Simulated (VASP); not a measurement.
# GaSb (Immm) in VASP: single point with LDA

Aim: the single point of GaSb with LDA.

All numbers are computed with VASP 6.6.1; they aren't measurements. Logs are shortened: lines on timing, memory, paths and dates and some standing lists are left out, and cuts for length are marked.

### 1 The crystal as given

Symmetry: Immm, No. 71, orthorhombic system. The conventional cell has a = 3.112 Å, b = 5.350 Å, c = 5.787 Å, α = 90.00°, β = 90.00°, γ = 90.00°. Around Ga (site symmetry mmm) lie 6 Sb at 2.89 to 3.09 Å and 2 Ga at 3.11 Å. Sb (site symmetry mmm) has 6 Ga at 2.89 to 3.09 Å and 2 Sb at 3.11 Å as nearest neighbours.

Measurements of this composition are mostly on another form, of space group No. 216.

### 2 Single point, LDA

The input, INCAR:

```
  PREC = Accurate
  ENCUT = 520
  EDIFF = 1E-6
  ISMEAR = 0
  SIGMA = 0.1
  LREAL = False
  LASPH = True
  NELM = 100
  ALGO = Fast
  ISIF = 2
  LWAVE = False
  LCHARG = False
  GGA = CA
  NBANDS = 16
```

The input, KPOINTS:

```
Automatic mesh
0
Gamma
  6 6 6
```

The input, POSCAR:

```
GaSb
1.0
   -1.5559010000      2.6750030000      2.8933130000
    1.5559010000     -2.6750030000      2.8933130000
    1.5559010000      2.6750030000     -2.8933130000
Ga Sb
1 1
Direct
    0.0000000000      0.0000000000      0.0000000000
    0.5000000000      0.5000000000      0.0000000000
```

Potentials or basis: VASP PAW LDA potentials, release 64 (Ga_d, Sb).

Launch:

```console
$ cat potpaw_LDA.64/Ga_d/POTCAR potpaw_LDA.64/Sb/POTCAR > POTCAR
$ mpirun -np 1 vasp_std > vasp.out
```

OUTCAR:

```text
PREC = Accurate
   ENCUT = 520
   EDIFF = 1E-6
   ISMEAR = 0
   LREAL = False
   LASPH = True
   NELM = 100
   ISIF = 2
   GGA = CA

 ion  position               nearest neighbor table
   1  0.000  0.000  0.000-   2 2.89   2 2.89   2 3.09   2 3.09   2 3.09   2 3.09
   2  0.500  0.500  0.000-   1 2.89   1 2.89   1 3.09   1 3.09   1 3.09   1 3.09

  LATTYP: Found a body centered orthorhombic cell.
 ALAT       =     3.1118020000
 B/A-ratio  =     1.7192629865
 C/A-ratio  =     1.8595739703

  Lattice vectors:

 A1 = (  -1.5559010000,   2.6750030000,   2.8933130000)
 A2 = (   1.5559010000,  -2.6750030000,   2.8933130000)
 A3 = (   1.5559010000,   2.6750030000,  -2.8933130000)

Analysis of symmetry for initial positions (statically):
=====================================================================
 Subroutine PRICEL returns:
 Original cell was already a primitive cell.

 Routine SETGRP: Setting up the symmetry group for a
 body centered orthorhombic supercell.

 Subroutine GETGRP returns: Found  8 space group operations
 (whereof  8 operations were pure point group operations)
 out of a pool of  8 trial point group operations.

The static configuration has the point symmetry D_2h.

Analysis of symmetry for dynamics (positions and initial velocities):
=====================================================================
 Subroutine PRICEL returns:
 Original cell was already a primitive cell.

 Routine SETGRP: Setting up the symmetry group for a
 body centered orthorhombic supercell.

 Subroutine GETGRP returns: Found  8 space group operations
 (whereof  8 operations were pure point group operations)
 out of a pool of  8 trial point group operations.

The dynamic configuration has the point symmetry D_2h.

 Subroutine INISYM returns: Found  8 space group operations
 (whereof  8 operations are pure point group operations),
 and found     1 'primitive' translations

----------------------------------------------------------------------------------------

                                     Primitive cell

  volume of cell :      48.1683

  direct lattice vectors                    reciprocal lattice vectors
    -1.555901000  2.675003000  2.893313000     0.000000000  0.186915678  0.172812274
     1.555901000 -2.675003000  2.893313000     0.321357207  0.000000000  0.172812274
     1.555901000  2.675003000 -2.893313000     0.321357207  0.186915678  0.000000000

  length of vectors
     4.236476022  4.236476022  4.236476022     0.254561491  0.364876057  0.371763265

  position of ions in fractional coordinates (direct lattice)
     0.000000000  0.000000000  0.000000000
     0.500000000  0.500000000  0.000000000

  ion indices of the primitive-cell ions
   primitive index   ion index
                 1           1
                 2           2

----------------------------------------------------------------------------------------

 KPOINTS: Automatic mesh

Automatic generation of k-mesh.
 Grid dimensions read from file:
 generate k-points for:    6    6    6

 Generating k-lattice:

  Cartesian coordinates                     Fractional coordinates (reciprocal lattice)
     0.000000000  0.031152613  0.028802046     0.166666667  0.000000000  0.000000000
     0.053559535  0.000000000  0.028802046     0.000000000  0.166666667  0.000000000
     0.053559535  0.031152613  0.000000000     0.000000000  0.000000000  0.166666667

  Length of vectors
     0.042426915  0.060812676  0.061960544

  Shift w.r.t. Gamma in fractional coordinates (k-lattice)
     0.000000000  0.000000000  0.000000000

 Subroutine IBZKPT returns following result:
 ===========================================

 Found     46 irreducible k-points:

 Following reciprocal coordinates:
            Coordinates               Weight
  0.000000  0.000000  0.000000      1.000000
  0.166667  0.000000 -0.000000      4.000000
  0.333333  0.000000 -0.000000      4.000000
  0.500000  0.000000 -0.000000      2.000000
  0.000000  0.166667  0.000000      4.000000
  0.166667  0.166667 -0.000000      8.000000
[... 16 lines left out ...]
 -0.166667  0.166667  0.166667      2.000000
  0.166667  0.333333  0.166667      4.000000
 [... further k-points ...]
   k-points           NKPTS =     46   k-points in BZ     NKDIM =     46   number of bands    NBANDS=     16
   number of dos      NEDOS =    301   number of ions     NIONS =      2
   total plane-waves  NPLWV =  32768
   dimension x,y,z NGX =    32 NGY =   32 NGZ =   32
   dimension x,y,z NGXF=    64 NGYF=   64 NGZF=   64
   ions per type =               1   1
   NGX,Y,Z   is equivalent  to a cutoff of  12.56, 12.56, 12.56 a.u.
   NGXF,Y,Z  is equivalent  to a cutoff of  25.11, 25.11, 25.11 a.u.
 SYSTEM =  unknown system
   PREC   = accura    normal or accurate (medium, high low for compatibility)
   ISTART =      0    job   : 0-new  1-cont  2-samecut
   ICHARG =      2    charge: 1-file 2-atom 10-const
   ISPIN  =      1    spin polarized calculation?
   LNONCOLLINEAR =      F non collinear calculations
   LSORBIT =      F    spin-orbit coupling
   LASPH  =      T    aspherical Exc in radial PAW
   ENCUT  =  520.0 eV  38.22 Ry    6.18 a.u.   7.88  7.88  7.88*2*pi/ulx,y,z
   NELM   =    100;   NELMIN=  2; NELMDL= -5     # of ELM steps
   EDIFF  = 0.1E-05   stopping-criterion for ELM
   LREAL  =      F    real-space projection
   EDIFFG = 0.1E-04   stopping-criterion for IOM
   NSW    =      0    number of steps for IOM
   IBRION =     -1    ionic relax: 0-MD 1-quasi-New 2-CG
   NFREE  =      0    steps in history (QN), initial steepest desc. (CG)
   ISIF   =      2    stress and relaxation
   ISYM   =      2    0-nonsym 1-usesym 2-fastsym
   POTIM  = 0.5000    time-step for ionic-motion
   TEBEG  =    0.0;   TEEND  =   0.0 temperature during run
   PSTRESS=    0.0 pullay stress
   NELECT =      18.0000    total number of electrons
   NUPDOWN=      -1.0000    fix difference up-down
   EMIN   =  10.00;   EMAX   =-10.00  energy-range for DOS
   EFERMI =   0.00;   METHOD = LEGACY
   ISMEAR =     0;   SIGMA  =   0.10  broadening in eV -4-tet -1-fermi 0-gaus
   EFERMI_NEDOS =   21; number of points for ismear=-14 and -15
   IALGO  =     68    algorithm
   IMIX   =      4    mixing-type and parameters
     AMIX     =   0.40;   BMIX     =  1.00
     AMIX_MAG =   1.60;   BMIX_MAG =  1.00
  volume/ion in A,a.u.               =      24.08       162.53
  Fermi-wavevector in a.u.,A,eV,Ry     =   1.179176  2.228319 18.918287  1.390455
  Thomas-Fermi vector in A             =   2.315491
   LORBIT       =      0    0 simple, 1 ext, 2 COOP (PROOUT), +10 PAW based schemes
   GGA     = CA    functional components
   LHFCALC =     F    Hartree Fock is set to
   AEXX    =    0.0000 exact exchange contribution
   IVDW    =     0    specifies the selected vdW correction
   LEPSILON=     F    determine dielectric tensor
   LRPA    =     F    only Hartree local field effects (RPA)
 non-spin polarized calculation
 RMM-DIIS sequential band-by-band and
 Gauss-broadening in eV      SIGMA  =   0.10
  energy-cutoff  :      520.00
  volume of cell :       48.17
 maximum number of plane-waves:      1318
   NGX = 15   NGY = 15   NGZ = 15

 number of electron      17.9999989 magnetization

 Free energy of the ion-electron system (eV)
  ---------------------------------------------------
  ext. energy  EPLUGINS =         0.00000000
  ---------------------------------------------------
  free energy    TOTEN  =        -8.32814221 eV

  energy without entropy =       -8.32281180  energy(sigma->0) =       -8.32547701

 E-fermi :   6.5984     XC(G=0): -10.4690

 val. band max:        6.5786207512   @ k =  -0.3333   0.5000   0.3333
 cond. band min:       6.6495438029   @ k =   0.5000   0.5000   0.3333
 fundamental gap:      0.0709230517
 Fermi energy:         6.5983746890

 k-point     1 :       0.0000    0.0000    0.0000
  band No.  band energies     occupation
      1      -8.5813      2.00000
      2      -8.4906      2.00000
      3      -8.4877      2.00000
      4      -8.4707      2.00000
      5      -8.4365      2.00000
      6      -5.5919      2.00000
[... 8 lines left out ...]
     15      15.4210      0.00000
     16      16.5370      0.00000

 k-point     2 :       0.1667    0.0000   -0.0000
  band No.  band energies     occupation
      1      -8.5800      2.00000
      2      -8.4954      2.00000
      3      -8.4848      2.00000
      4      -8.4706      2.00000
      5      -8.4360      2.00000
      6      -5.3611      2.00000
[... 8 lines left out ...]
     15      15.8510      0.00000
     16      17.2160      0.00000

 k-point     3 :       0.3333    0.0000   -0.0000
  band No.  band energies     occupation
      1      -8.5777      2.00000
      2      -8.5051      2.00000
      3      -8.4789      2.00000
      4      -8.4705      2.00000
      5      -8.4349      2.00000
      6      -4.7332      2.00000
[... 8 lines left out ...]
     15      15.3871      0.00000
     16      16.4569      0.00000

 k-point     4 :       0.5000    0.0000   -0.0000
  band No.  band energies     occupation
      1      -8.5767      2.00000
      2      -8.5098      2.00000
      3      -8.4761      2.00000
      4      -8.4705      2.00000
      5      -8.4342      2.00000
      6      -4.2160      2.00000
[... 8 lines left out ...]
     15      16.1446      0.00000
     16      18.0170      0.00000

 k-point     5 :       0.0000    0.1667    0.0000
  band No.  band energies     occupation
      1      -8.5432      2.00000
      2      -8.4921      2.00000
      3      -8.4906      2.00000
      4      -8.4811      2.00000
      5      -8.4522      2.00000
      6      -5.0549      2.00000
[... 8 lines left out ...]
     15      14.5300      0.00000
     16      17.1901      0.00000

 k-point     6 :       0.1667    0.1667   -0.0000
  band No.  band energies     occupation
      1      -8.5411      2.00000
      2      -8.5002      2.00000
      3      -8.4912      2.00000
      4      -8.4761      2.00000
      5      -8.4518      2.00000
      6      -4.6255      2.00000
[... 8 lines left out ...]
     15      15.9800      0.00000
     16      16.1997      0.00000

 k-point     7 :       0.3333    0.1667    0.0000
  band No.  band energies     occupation
      1      -8.5387      2.00000
      2      -8.5081      2.00000
      3      -8.4913      2.00000
      4      -8.4726      2.00000
      5      -8.4513      2.00000
      6      -3.9290      2.00000
[... 8 lines left out ...]
     15      17.2726      0.00000
     16      18.1664      0.00000

 k-point     8 :       0.5000    0.1667   -0.0000
  band No.  band energies     occupation
      1      -8.5385      2.00000
      2      -8.5092      2.00000
      3      -8.4902      2.00000
      4      -8.4734      2.00000
      5      -8.4506      2.00000
      6      -3.8765      2.00000
[... 8 lines left out ...]
     15      17.6942      0.00000
     16      18.0973      0.00000

 k-point     9 :      -0.3333    0.1667    0.0000
  band No.  band energies     occupation
      1      -8.5409      2.00000
      2      -8.5030      2.00000
      3      -8.4882      2.00000
      4      -8.4780      2.00000
      5      -8.4507      2.00000
      6      -4.5679      2.00000
[... 8 lines left out ...]
     15      15.2673      0.00000
     16      16.5474      0.00000
[... 172 lines left out ...]
 k-point    19 :       0.3333    0.5000    0.0000
  band No.  band energies     occupation
      1      -8.5539      2.00000
      2      -8.5008      2.00000
      3      -8.4970      2.00000
      4      -8.4632      2.00000
      5      -8.4227      2.00000
      6      -1.7385      2.00000
[... 8 lines left out ...]
     15      15.4109      0.00000
     16      16.4633      0.00000

 k-point    20 :       0.5000    0.5000    0.0000
  band No.  band energies     occupation
      1      -8.5578      2.00000
      2      -8.5012      2.00000
      3      -8.4953      2.00000
      4      -8.4618      2.00000
      5      -8.4220      2.00000
      6      -1.6916      2.00000
[... 8 lines left out ...]
     15      15.8051      0.00000
     16      17.1575      0.00000

 k-point    21 :       0.1667    0.1667    0.1667
  band No.  band energies     occupation
      1      -8.5328      2.00000
      2      -8.4982      2.00000
      3      -8.4851      2.00000
      4      -8.4699      2.00000
      5      -8.4586      2.00000
      6      -3.0658      2.00000
[... 8 lines left out ...]
     15      14.6937      0.00000
     16      16.1294      0.00000

 k-point    22 :       0.3333    0.1667    0.1667
  band No.  band energies     occupation
      1      -8.5328      2.00000
      2      -8.4999      2.00000
      3      -8.4841      2.00000
      4      -8.4694      2.00000
      5      -8.4587      2.00000
      6      -2.5861      2.00000
[... 8 lines left out ...]
     15      15.3258      0.00000
     16      16.3029      0.00000

 k-point    23 :      -0.1667    0.1667    0.1667
  band No.  band energies     occupation
      1      -8.5272      2.00000
      2      -8.4946      2.00000
      3      -8.4834      2.00000
      4      -8.4740      2.00000
      5      -8.4645      2.00000
      6      -3.8931      2.00000
[... 8 lines left out ...]
     15      14.1125      0.00000
     16      17.1399      0.00000

 k-point    24 :       0.1667    0.3333    0.1667
  band No.  band energies     occupation
      1      -8.5510      2.00000
      2      -8.5011      2.00000
      3      -8.4967      2.00000
      4      -8.4654      2.00000
      5      -8.4221      2.00000
      6      -1.5212      2.00000
[... 8 lines left out ...]
     15      13.8530      0.00000
     16      16.1785      0.00000

 [... further k-points ...]

------------------------ aborting loop because EDIFF is reached ----------------------------------------

  FORCE on cell =-STRESS in cart. coord.  units (eV):
  Direction    XX          YY          ZZ          XY          YZ          ZX
  --------------------------------------------------------------------------------------
  -------------------------------------------------------------------------------------
  Total       -1.8072126     -1.3958047     -0.6149416      0.0000000      0.0000000      0.0000000
  in kB      -60.1115844    -46.4273175    -20.4542132      0.0000000      0.0000000      0.0000000
  external PRESSURE =     -42.3310384 kB  Pullay stress =       0.0000000 kB

 VOLUME and BASIS-vectors are now :
 -----------------------------------------------------------------------------
  energy-cutoff  :      520.00
  volume of cell :       48.17
      direct lattice vectors                 reciprocal lattice vectors
    -1.555901000  2.675003000  2.893313000     0.000000000  0.186915678  0.172812274
     1.555901000 -2.675003000  2.893313000     0.321357207  0.000000000  0.172812274
     1.555901000  2.675003000 -2.893313000     0.321357207  0.186915678  0.000000000

 POSITION                                       TOTAL-FORCE (eV/Angst)
 -----------------------------------------------------------------------------------
      0.00000      0.00000      0.00000         0.000000     -0.000000     -0.000000
      0.00000      0.00000      2.89331        -0.000000      0.000000      0.000000
 -----------------------------------------------------------------------------------
    total drift:                               -0.000000     -0.000000     -0.000000

  FREE ENERGIE OF THE ION-ELECTRON SYSTEM (eV)
  ---------------------------------------------------
  free  energy   TOTEN  =        -8.3281422131 eV

  energy  without entropy=       -8.3228117988  energy(sigma->0) =       -8.32547701
```

Run time: 15 s. Hardware: 1 thread of Intel Xeon 6975P-C (Granite Rapids), shared host; peak memory 0.17 GiB.

What came out:

| Property | Result |
| --- | --- |
| Free energy | -8.3281 eV |
| Pressure | -4.2 GPa |
| Band gap on the k mesh | none (metal or under the smearing width) |

Stress tensor (GPa, compression positive):
```
-6.01  0.00  0.00
 0.00 -4.64  0.00
 0.00  0.00 -2.05
```

Caveat: the k mesh is coarse (spacing up to 0.39 Å⁻¹), so the values aren't converged.
